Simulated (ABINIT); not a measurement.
A run of ABINIT 10.8.3 (patched build) is set up as follows.

File run.abi:

```
ndtset 2

pp_dirpath "./"
pseudos "W.GGA_PBE-JTH.xml"

acell 5.1791760466 5.1791760466 5.1791760466
rprim
    -0.5773502692     0.5773502692     0.5773502692
     0.5773502692    -0.5773502692     0.5773502692
     0.5773502692     0.5773502692    -0.5773502692
ntypat 1
znucl 74
natom 1
typat 1
xcart
     0.0000000000     0.0000000000     0.0000000000 Angstrom

ecut 16.0
pawecutdg 32.0
pawxcdev 0

ixc 11

occopt 3
tsmear 0.00183747

nspinor 2
nspden 1
pawspnorb 1

nstep 100

iomode 3
prtwf 0
prteig 0
prtebands 0
enunit 1
prtden1 1

kptopt1 4
ngkpt1 12 12 12
nshiftk1 1
shiftk1 0.0 0.0 0.0
nband1 22
tolvrs1 1.0e-9

iscf2 -2
getden2 1
nband2 34
nbdbuf2 8
tolwfr2 1.0e-11
kptopt2 -5
ndivsm2 5
prteig2 1
prtvol2 -3
kptbounds2
     0.0000000000     0.0000000000     0.0000000000
     0.5000000000    -0.5000000000     0.5000000000
     0.0000000000     0.0000000000     0.5000000000
     0.0000000000     0.0000000000     0.0000000000
     0.2500000000     0.2500000000     0.2500000000
     0.5000000000    -0.5000000000     0.5000000000
```

Potentials or basis: JTH PAW PBE v2.0.

Command:

```bash
$ abinit run.abi > log 2>&1
```

Problem. What does it give for the pressure?

Solution. 6.3 GPa.

Problem. What does it give for the band gap on the k mesh?

Solution. None (metal or under the smearing width).

Levels at the corners of the path, in eV from the Fermi level:
| point | band 12 | band 13 | band 14 | band 15 | band 16 | band 17 |
| --- | --- | --- | --- | --- | --- | --- |
| Γ | -1.37 | -1.37 | -1.37 | -0.86 | -0.86 | 2.36 |
| H | -5.79 | 4.98 | 4.98 | 4.98 | 4.98 | 5.71 |
| N | -3.53 | 0.77 | 0.77 | 2.18 | 2.18 | 3.20 |
| Γ | -1.37 | -1.37 | -1.37 | -0.86 | -0.86 | 2.36 |
| P | -2.72 | -2.72 | -2.72 | 3.36 | 3.36 | 3.36 |
| H | -5.79 | 4.98 | 4.98 | 4.98 | 4.98 | 5.71 |
